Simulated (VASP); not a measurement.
Runs of VASP 6.6.1 on Al. Symmetry: Fm-3m, No. 225, cubic system. Conventional cell: a = 4.050 Å, b = 4.050 Å, c = 4.050 Å, α = 90.00°, β = 90.00°, γ = 90.00°. Around Al (site symmetry m-3m) lie 12 Al at 2.86 Å. 

```tsv
level	other keys	gap on the mesh (eV)	pressure (GPa)	relaxed volume (Å³/atom)
SCAN+rVV10	-	none	0.0	16.07
SCAN	EDIFFG = 1e-05	none	0.0	16.11
SCAN	-	none	0.0	16.11
SCAN+D3(BJ)	-	none	0.0	(a)
SCAN+D3	-	none	0.0	15.99
```

Alike in all rows: task relaxation of cell and atoms; potentials or basis VASP PAW PBE potentials, release 64 (Al); no spin polarisation; cell relaxed; k mesh 11 × 11 × 11; cutoff (eV) 600; smearing fermi-dirac 0.05 eV.

Task: Estimate the missing entries.

Result: (a) 15.90.

Caveats: the PAW data sets were made with another functional, which shifts forces and pressure a little; pairwise dispersion overbinds metals, which lowers pressure and volume (some runs).

A gap of «none» marks a metal or a gap under the smearing width.

Runs at the PBE level aren't shown here.
